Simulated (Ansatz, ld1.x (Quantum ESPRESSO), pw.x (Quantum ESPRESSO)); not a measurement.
**Sr (Z = 38): one change to the TM potential, in the atom and in the bcc crystal**

| Item | Value |
| --- | --- |
| Element | Sr |
| Generator | ld1.x (Quantum ESPRESSO) 7.5 |
| Type | norm-conserving Troullier–Martins (Kleinman–Bylander form) |
| Functional | PBE |
| Relativity | scalar-relativistic |
| Frozen core | [Kr] |
| Valence charge | 2 |
| Reference configuration | 4d0 5s1.5 5p0.5 |
| Partial waves | 5p (bound): rc 3.45 bohr; 4d (bound, empty): rc 3.05 bohr; 5s (bound): rc 3.75 bohr |
| Local potential | the s channel |
| Core correction | Bessel-smoothed model core inside 3.05 bohr |

Change: core correction Bessel-smoothed model core inside 1.18 bohr.

Cutoffs, loose and tight: the cutoffs (Ry, on a coarse ladder) from which the occupation-weighted sum of valence levels, in a spherical-Bessel basis at the reference potential, stays within 10 and 1 mRy of its value at 400 Ry. They do not see the model core or the augmentation charge, which bear on the density cutoff. Test errors are all-electron minus pseudo excitation energies from the reference, over the configurations 4d0 5s2 5p0; 4d0 5s1 5p0; 4d0 5s1.5 5p0; 4d1 5s0 5p0; 4d0 5s0 5p1; 4d0.5 5s1.5 5p0; 4d0 5s1 5p1; variants that change the core or the reference have their own tests.

Crystal test: bcc Sr in pw.x 7.5, no spin, 10³ k-points, Fermi–Dirac smearing 0.01 Ry, cutoffs set for each file from its atomic test. The reference is all-electron LAPW (Ansatz 0.2.0) with the same functional, mesh and smearing; V0 and B0 come from Birch–Murnaghan fits to the pressures at five volumes. Errors are pseudo minus all-electron; Δ is the rms difference of the E(V) curves that follow from these fits, minima aligned, over ±6 % about the mean V0. Mesh and smearing are coarse, so the numbers serve the comparison and aren't converged zero-temperature values; the lattice is a test structure that the element need not adopt.

All-electron: a0 = 4.780 Å (V0 = 54.61 Å³/atom), B0 = 11.4 GPa.

Question: Does the change bring the crystal closer to the all-electron result?

Answer: The mean pressure error goes from +0.13 to +0.18 GPa, so the change moves the solid further from the all-electron pressures.

```
                       quantity       base    changed
                 outcome (atom)  generated  generated
           cutoff, loose (atom)       6 Ry       6 Ry
           cutoff, tight (atom)       8 Ry       8 Ry
            bound ghosts (atom)       none       none
largest test error (meV) (atom)        -54        -72
           cutoffs in pw.x (Ry)     50/200     50/200
                         a0 (Å)      4.796      4.803
                   a0 error (%)      +0.34      +0.48
                   B0 error (%)       +4.7       +5.7
                   Δ (meV/atom)        1.5        2.1
      mean pressure error (GPa)      +0.13      +0.18
```

Base: The cutoffs count occupied waves only; the empty 4d level needs 15 Ry at the loose tolerance. Changed file: This is a poor potential for the solid. The free energy does not fall steadily as the cutoff rises, most likely since the density grid, which shrinks with it, is too coarse for the model core; the lower cutoffs are not converged. The cutoffs count occupied waves only; the empty 4d level needs 15 Ry at the loose tolerance. The atomic cutoffs weigh occupied waves only.
